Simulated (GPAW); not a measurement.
Crystal: MgS.

```
CELL_PARAMETERS angstrom
4.03462 0.00000 0.00000
-2.01731 3.49409 0.00000
0.00000 0.00000 6.43229
ATOMIC_POSITIONS crystal
S 0.66667 0.33333 0.87924
S 0.33333 0.66667 0.37924
Mg 0.33333 0.66667 0.99575
Mg 0.66667 0.33333 0.49575
```

The cell comes from a database or a generator and needn't be the stable form of this composition.

```yaml
Program: GPAW 26.7.0
Task: relaxation of cell and atoms
Functional: PBEsol
Dispersion: D3
Potentials_or_basis: PAW data sets generated in the run's folder for this functional
Cutoff: 800 eV
Basis: pw
k_mesh: 5 × 5 × 3
Occupations: fermi-dirac, width 0.05 eV
Spin: no spin polarisation
```

At the start: pressure -1.6 GPa; volume 22.67 Å³/atom.

Task: Where does the relaxation end?

Result: Over 5 steps the energy falls by 2.9 meV/atom and the volume is 22.11 Å³/atom (-2.5 %); space group P6_3mc (No. 186, to 0.05 Å).

The path:
| step | energy change (eV) | largest force (eV/Å) | pressure (GPa) | volume (Å³) |
| --- | --- | --- | --- | --- |
| 1 | 0.0000 | 0.0539 | -1.55 | 90.68 |
| 2 | -0.0021 | 0.0456 | -1.42 | 90.47 |
| 3 | -0.0114 | 0.0364 | -0.03 | 88.41 |
| 4 | -0.0115 | 0.0264 | -0.07 | 88.46 |
| 5 | -0.0117 | 0.0010 | -0.06 | 88.45 |

Final structure:
```xyz
4
Lattice="4.0007 0.0000 0.0000 -2.0003 3.4647 0.0000 0.0000 0.0000 6.3811" Properties=species:S:1:pos:R:3 pbc="T T T"
S     2.0003    1.1549    5.6052
S     0.0000    2.3098    2.4146
Mg    0.0000    2.3098    6.3594
Mg    2.0003    1.1549    3.1688
```

Caveat: later steps reuse the first step's grids.
